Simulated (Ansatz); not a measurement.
# Mo: a trial structure relaxed

Aim: relax Mo from this start, alpha-boron type (R-3m, No. 166), and see where it ends.

Method: DFT r2SCAN, scalar-relativistic, plane waves, PAW, in Ansatz 0.2.0.

### Step 1. The starting structure

The structure is trigonal, space group R-3m (No. 166). The conventional cell has a = 6.502 Å, b = 6.502 Å, c = 16.632 Å, α = 90.00°, β = 90.00°, γ = 120.00°. Mo (site symmetry m) has 6 Mo at 2.21 to 2.39 Å as nearest neighbours. Around Mo (site symmetry m) lie 7 Mo at 2.36 to 2.66 Å.

Coordinates:

```cif
data_structure
_symmetry_space_group_name_H-M 'P 1'
_symmetry_Int_Tables_number 1
_cell_length_a 6.6954
_cell_length_b 6.6954
_cell_length_c 6.6954
_cell_angle_alpha 58.096
_cell_angle_beta 58.096
_cell_angle_gamma 58.096
_cell_volume 202.97
loop_
_atom_site_label
_atom_site_type_symbol
_atom_site_fract_x
_atom_site_fract_y
_atom_site_fract_z
_atom_site_occupancy
Mo1 Mo 0.01019 0.65361 0.01019 1
Mo2 Mo 0.01019 0.01019 0.65361 1
Mo3 Mo 0.65361 0.01019 0.01019 1
Mo4 Mo 0.98981 0.34639 0.98981 1
Mo5 Mo 0.34639 0.98981 0.98981 1
Mo6 Mo 0.98981 0.98981 0.34639 1
Mo7 Mo 0.22118 0.63060 0.22118 1
Mo8 Mo 0.22118 0.22118 0.63060 1
Mo9 Mo 0.63060 0.22118 0.22118 1
Mo10 Mo 0.77882 0.36940 0.77882 1
Mo11 Mo 0.36940 0.77882 0.77882 1
Mo12 Mo 0.77882 0.77882 0.36940 1
```

(A quick probe on a coarse mesh, which set the mesh and smearing, is not shown.)

### Step 3. Rough relaxation on the coarse mesh

Input file input.yaml:

```yaml
crystal:
  lattice:
    - [3.250899716, 1.8769078261, 5.5440914038]
    - [-3.250899716, 1.8769078261, 5.5440914038]
    - [0.0, -3.7538156522, 5.5440914038]
  atoms:
    - { symbol: Mo, position: [0.01019, 0.65361, 0.01019] }
    - { symbol: Mo, position: [0.01019, 0.01019, 0.65361] }
    - { symbol: Mo, position: [0.65361, 0.01019, 0.01019] }
    - { symbol: Mo, position: [0.98981, 0.34639, 0.98981] }
    - { symbol: Mo, position: [0.34639, 0.98981, 0.98981] }
    - { symbol: Mo, position: [0.98981, 0.98981, 0.34639] }
    - { symbol: Mo, position: [0.22118, 0.6306, 0.22118] }
    - { symbol: Mo, position: [0.22118, 0.22118, 0.6306] }
    - { symbol: Mo, position: [0.6306, 0.22118, 0.22118] }
    - { symbol: Mo, position: [0.77882, 0.3694, 0.77882] }
    - { symbol: Mo, position: [0.3694, 0.77882, 0.77882] }
    - { symbol: Mo, position: [0.77882, 0.77882, 0.3694] }
basis:
  ecutwfc: 500
kpoints:
  mp_grid: { grid: [3, 3, 3] }
hamiltonian:
  xc: r2scan
scf:
  occupations: { method: gaussian, width: 0.1 }
  lower_state_search: "off"
output:
  forces: true
  stress: true
  eigenvalues: true
relax:
  adjacent_minimum: "off"
  f_tol: 0.04
  max_steps: 70
  cell: { stress_tol: 0.4 }
```

Further runs follow: rough relaxation on the coarse mesh; the relaxation.

Q: Predict the outcome of this session.

The runs gave:

| quantity | value |
| --- | --- |
| cell (conventional) | a = 5.362 Å, b = 5.362 Å, c = 27.048 Å, α = 90.00°, β = 90.00°, γ = 120.00° |
| space group | R-3m (No. 166) |
| volume | 18.71 Å³/atom |
| gap on the mesh | none (metal) |

In words: The space group stayed R-3m, and from the first guess the volume went from 16.91 to 18.71 Å³/atom.
